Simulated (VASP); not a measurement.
# AlCo (Pm-3m) in VASP: a series of runs, part 2 of 2

VASP 6.6.1. Earlier steps stand in the parts before.

## 5. Equation of state, PBE, collinear spin, ferromagnetic start, 11.43 Å³/atom (volume scaled by 1.02)

INCAR reads:

```
SYSTEM = AlCo
PREC = Accurate
ENCUT = 520
EDIFF = 1E-7
ISMEAR = -1
SIGMA = 0.05
LREAL = .FALSE.
LASPH = .TRUE.
NELM = 150
ALGO = Normal
ISIF = 2
LWAVE = .FALSE.
LCHARG = .FALSE.
ISPIN = 2
MAGMOM = 2 0
LORBIT = 11
LMAXMIX = 4
GGA = PE
NBANDS = 17
```

KPOINTS reads:

```
Automatic mesh
0
G
  9 9 9
  0 0 0
```

POSCAR reads:

```
AlCo
1.0
    2.8380752986      0.0000000000      0.0000000000
    0.0000000000      2.8380752986      0.0000000000
    0.0000000000      0.0000000000      2.8380752986
Co Al
1 1
Direct
    0.5000000000      0.5000000000      0.5000000000
    0.0000000000      0.0000000000      0.0000000000
```

Run with:

```
cat potpaw_PBE.64/Co/POTCAR potpaw_PBE.64/Al/POTCAR > POTCAR
mpirun -np 1 vasp_std > vasp.out
```

Run time: 18 s. Hardware: 1 thread of Intel Xeon Platinum 8488C (Sapphire Rapids), shared host; peak memory 0.16 GiB.

It converged, with:

| Property | Result |
| --- | --- |
| Free energy | -11.9922 eV |
| Pressure | 2.6 GPa |
| Band gap on the k mesh | none (metal or under the smearing width) |
| Net moment | 0.00 μB per cell |
| Valence electrons inside the program's atomic spheres | Co 8.47; Al 0.83 |

Caveat: the starting moments collapsed, and a magnetic state may lie lower.

## 6. Equation of state, PBE, collinear spin, ferromagnetic start, 11.65 Å³/atom (volume scaled by 1.04)

INCAR reads:

```
PREC = Accurate
ENCUT = 520
EDIFF = 1E-7
ISMEAR = -1
SIGMA = 0.05
LREAL = F
LASPH = T
NELM = 120
ALGO = Normal
ISIF = 2
LWAVE = F
LCHARG = F
ISPIN = 2
MAGMOM = 2 0
LORBIT = 11
LMAXMIX = 4
GGA = PE
NBANDS = 17
```

KPOINTS reads:

```
Automatic mesh
0
Gamma
  9 9 9
```

POSCAR reads:

```
AlCo
1.0
    2.8565048754      0.0000000000      0.0000000000
    0.0000000000      2.8565048754      0.0000000000
    0.0000000000      0.0000000000      2.8565048754
Co Al
1 1
Direct
    0.5000000000      0.5000000000      0.5000000000
    0.0000000000      0.0000000000      0.0000000000
```

Potentials or basis: VASP PAW PBE potentials, release 64 (Co, Al).

Run with:

```
cat potpaw_PBE.64/Co/POTCAR potpaw_PBE.64/Al/POTCAR > POTCAR
mpirun -np 1 vasp_std > vasp.out
```

Wall time 17 s (1 thread of Intel Xeon Platinum 8488C (Sapphire Rapids), shared host); peak memory 0.16 GiB.

The run converged. Its results:

```
Free energy                                           : -11.9944 eV
Pressure                                              : -0.9 GPa
Band gap on the k mesh                                : none (metal or under the smearing width)
Net moment                                            : 0.00 μB per cell
Valence electrons inside the program's atomic spheres : Co 8.44; Al 0.82
```

Caveat: the starting moments collapsed, and a magnetic state may lie lower.

## 7. Equation of state, PBE, collinear spin, ferromagnetic start, 11.88 Å³/atom (volume scaled by 1.06)

INCAR reads:

```
PREC = Accurate
ENCUT = 520
EDIFF = 1E-7
ISMEAR = -1
SIGMA = 0.05
LREAL = False
LASPH = True
NELM = 100
ALGO = Normal
ISIF = 2
LWAVE = False
LCHARG = False
ISPIN = 2
MAGMOM = 2 0
LORBIT = 11
LMAXMIX = 4
GGA = PE
NBANDS = 17
```

KPOINTS is that of step 6.

POSCAR reads:

```
AlCo
1.0
    2.8746996645      0.0000000000      0.0000000000
    0.0000000000      2.8746996645      0.0000000000
    0.0000000000      0.0000000000      2.8746996645
Co Al
1 1
Direct
    0.5000000000      0.5000000000      0.5000000000
    0.0000000000      0.0000000000      0.0000000000
```

Run with:

```
cat potpaw_PBE.64/Co/POTCAR potpaw_PBE.64/Al/POTCAR > POTCAR
mpirun -np 1 vasp_std > vasp.out
```

Wall time 21 s (1 thread of Intel Xeon Platinum 8488C (Sapphire Rapids), shared host); peak memory 0.16 GiB.

It converged, with:

```
Free energy                                           : -11.9873 eV
Pressure                                              : -4.1 GPa
Band gap on the k mesh                                : none (metal or under the smearing width)
Net moment                                            : 0.00 μB per cell
Valence electrons inside the program's atomic spheres : Co 8.40; Al 0.81
```

Caveat: the starting moments collapsed, and a magnetic state may lie lower.

## 8. Equation of state, PBE, collinear spin, ferromagnetic start

Potentials or basis: VASP PAW PBE potentials, release 64 (Co, Al).

This step only gathers the single runs of the series.

What came out:

- Equilibrium volume: 11.59 Å³/atom
- Bulk modulus: 179 GPa
- Pressure derivative of the bulk modulus: 4.3

Energy against volume, from the lowest point:
```csv
volume (Å³/atom),energy (meV/atom)
10.533,63.83
10.758,38.16
10.982,19.61
11.206,7.47
11.430,1.13
11.654,0.00
11.878,3.58
```

## 9. Equation of state, PBEsol, collinear spin, ferromagnetic start, 10.53 Å³/atom (volume scaled by 0.94)

INCAR reads:

```
  PREC = Accurate
  ENCUT = 520
  EDIFF = 1E-7
  ISMEAR = -1
  SIGMA = 0.05
  LREAL = F
  LASPH = T
  NELM = 120
  ALGO = Normal
  ISIF = 2
  LWAVE = F
  LCHARG = F
  ISPIN = 2
  MAGMOM = 2 0
  LORBIT = 11
  LMAXMIX = 4
  GGA = PS
  NBANDS = 17
```

KPOINTS reads:

```
regular mesh
0
Gamma
  9 9 9
```

POSCAR reads:

```
AlCo
1.0
    2.7618482194      0.0000000000      0.0000000000
    0.0000000000      2.7618482194      0.0000000000
    0.0000000000      0.0000000000      2.7618482194
Co Al
1 1
Direct
    0.5000000000      0.5000000000      0.5000000000
    0.0000000000      0.0000000000      0.0000000000
```

Potentials or basis: VASP PAW PBE potentials, release 64 (Co, Al).

Run with:

```
cat potpaw_PBE.64/Co/POTCAR potpaw_PBE.64/Al/POTCAR > POTCAR
mpirun -np 1 vasp_std > vasp.out
```

Wall time 17 s (1 thread of AMD EPYC 9R45 (Zen 5), shared host); peak memory 0.13 GiB.

Results (log left out):

| Property | Result |
| --- | --- |
| Free energy | -13.0262 eV |
| Pressure | 14.6 GPa |
| Band gap on the k mesh | none (metal or under the smearing width) |
| Net moment | 0.00 μB per cell |
| Valence electrons inside the program's atomic spheres | Co 8.65; Al 0.88 |

Caveat: the starting moments collapsed, and a magnetic state may lie lower; the PAW data sets were made with another functional, which shifts forces and pressure a little.

## 10. Equation of state, PBEsol, collinear spin, ferromagnetic start, 10.76 Å³/atom (volume scaled by 0.96)

INCAR is that of step 9.

KPOINTS is that of step 9.

POSCAR reads:

```
AlCo
1.0
    2.7812984956      0.0000000000      0.0000000000
    0.0000000000      2.7812984956      0.0000000000
    0.0000000000      0.0000000000      2.7812984956
Co Al
1 1
Direct
    0.5000000000      0.5000000000      0.5000000000
    0.0000000000      0.0000000000      0.0000000000
```

Run with:

```
cat potpaw_PBE.64/Co/POTCAR potpaw_PBE.64/Al/POTCAR > POTCAR
mpirun -np 1 vasp_std > vasp.out
```

Wall time 17 s (1 thread of AMD EPYC 9R45 (Zen 5), shared host); peak memory 0.13 GiB.

It converged, with:

- Free energy: -13.0599 eV
- Pressure: 9.5 GPa
- Band gap on the k mesh: none (metal or under the smearing width)
- Net moment: 0.00 μB per cell
- Valence electrons inside the program's atomic spheres: Co 8.61; Al 0.87

Caveat: the starting moments collapsed, and a magnetic state may lie lower; the PAW data sets were made with another functional, which shifts forces and pressure a little.

## 11. Equation of state, PBEsol, collinear spin, ferromagnetic start, 10.98 Å³/atom (volume scaled by 0.98)

INCAR is that of step 10.

KPOINTS is that of step 10.

POSCAR reads:

```
AlCo
1.0
    2.8004804707      0.0000000000      0.0000000000
    0.0000000000      2.8004804707      0.0000000000
    0.0000000000      0.0000000000      2.8004804707
Co Al
1 1
Direct
    0.5000000000      0.5000000000      0.5000000000
    0.0000000000      0.0000000000      0.0000000000
```

Run with:

```
cat potpaw_PBE.64/Co/POTCAR potpaw_PBE.64/Al/POTCAR > POTCAR
mpirun -np 1 vasp_std > vasp.out
```

Run time: 17 s. Hardware: 1 thread of AMD EPYC 9R45 (Zen 5), shared host; peak memory 0.13 GiB.

It converged, with:

```
Free energy                                           : -13.0799 eV
Pressure                                              : 4.9 GPa
Band gap on the k mesh                                : none (metal or under the smearing width)
Net moment                                            : 0.00 μB per cell
Valence electrons inside the program's atomic spheres : Co 8.56; Al 0.85
```

Caveat: the starting moments collapsed, and a magnetic state may lie lower; the PAW data sets were made with another functional, which shifts forces and pressure a little.

## 12. Equation of state, PBEsol, collinear spin, ferromagnetic start, 11.43 Å³/atom (volume scaled by 1.02)

INCAR is that of step 11.

KPOINTS is that of step 11.

POSCAR reads:

```
AlCo
1.0
    2.8380752986      0.0000000000      0.0000000000
    0.0000000000      2.8380752986      0.0000000000
    0.0000000000      0.0000000000      2.8380752986
Co Al
1 1
Direct
    0.5000000000      0.5000000000      0.5000000000
    0.0000000000      0.0000000000      0.0000000000
```

Potentials or basis: VASP PAW PBE potentials, release 64 (Co, Al).

Run with:

```
cat potpaw_PBE.64/Co/POTCAR potpaw_PBE.64/Al/POTCAR > POTCAR
mpirun -np 1 vasp_std > vasp.out
```

Wall time 17 s (1 thread of AMD EPYC 9R45 (Zen 5), shared host); peak memory 0.13 GiB.

Results (log left out):

| Property | Result |
| --- | --- |
| Free energy | -13.0844 eV |
| Pressure | -3.0 GPa |
| Band gap on the k mesh | none (metal or under the smearing width) |
| Net moment | 0.00 μB per cell |
| Valence electrons inside the program's atomic spheres | Co 8.48; Al 0.83 |

Caveat: the starting moments collapsed, and a magnetic state may lie lower; the PAW data sets were made with another functional, which shifts forces and pressure a little.

## 13. Equation of state, PBEsol, collinear spin, ferromagnetic start, 11.65 Å³/atom (volume scaled by 1.04)

INCAR is that of step 12.

KPOINTS is that of step 12.

POSCAR reads:

```
AlCo
1.0
    2.8565048754      0.0000000000      0.0000000000
    0.0000000000      2.8565048754      0.0000000000
    0.0000000000      0.0000000000      2.8565048754
Co Al
1 1
Direct
    0.5000000000      0.5000000000      0.5000000000
    0.0000000000      0.0000000000      0.0000000000
```

Run with:

```
cat potpaw_PBE.64/Co/POTCAR potpaw_PBE.64/Al/POTCAR > POTCAR
mpirun -np 1 vasp_std > vasp.out
```

It took 16 s on 1 thread of AMD EPYC 9R45 (Zen 5), shared host; peak memory 0.13 GiB.

Results (log left out):

* Free energy: -13.0712 eV
* Pressure: -6.3 GPa
* Band gap on the k mesh: none (metal or under the smearing width)
* Net moment: 0.00 μB per cell
* Valence electrons inside the program's atomic spheres: Co 8.44; Al 0.82

Caveat: the starting moments collapsed, and a magnetic state may lie lower; the PAW data sets were made with another functional, which shifts forces and pressure a little.

## 14. Equation of state, PBEsol, collinear spin, ferromagnetic start, 11.88 Å³/atom (volume scaled by 1.06)

INCAR is that of step 13.

KPOINTS is that of step 13.

POSCAR reads:

```
AlCo
1.0
    2.8746996645      0.0000000000      0.0000000000
    0.0000000000      2.8746996645      0.0000000000
    0.0000000000      0.0000000000      2.8746996645
Co Al
1 1
Direct
    0.5000000000      0.5000000000      0.5000000000
    0.0000000000      0.0000000000      0.0000000000
```

Run with:

```
cat potpaw_PBE.64/Co/POTCAR potpaw_PBE.64/Al/POTCAR > POTCAR
mpirun -np 1 vasp_std > vasp.out
```

Wall time 15 s (1 thread of AMD EPYC 9R45 (Zen 5), shared host); peak memory 0.13 GiB.

It converged, with:

| Item | Value |
| --- | --- |
| Free energy | -13.0492 eV |
| Pressure | -9.3 GPa |
| Band gap on the k mesh | none (metal or under the smearing width) |
| Net moment | 0.00 μB per cell |
| Valence electrons inside the program's atomic spheres | Co 8.41; Al 0.81 |

Caveat: the starting moments collapsed, and a magnetic state may lie lower; the PAW data sets were made with another functional, which shifts forces and pressure a little.

## 15. Equation of state, PBEsol, collinear spin, ferromagnetic start

Potentials or basis: VASP PAW PBE potentials, release 64 (Co, Al).

No new run: the results of the series are fitted here.

What came out:

| Item | Value |
| --- | --- |
| Equilibrium volume | 11.25 Å³/atom |
| Bulk modulus | 194 GPa |
| Pressure derivative of the bulk modulus | 4.3 |

Energy against volume, from the lowest point:
| volume (Å³/atom) | energy (meV/atom) |
| --- | --- |
| 10.533 | 30.72 |
| 10.758 | 13.90 |
| 10.982 | 3.89 |
| 11.206 | 0.00 |
| 11.430 | 1.62 |
| 11.654 | 8.21 |
| 11.878 | 19.25 |

Caveat: the PAW data sets were made with another functional, which shifts forces and pressure a little.
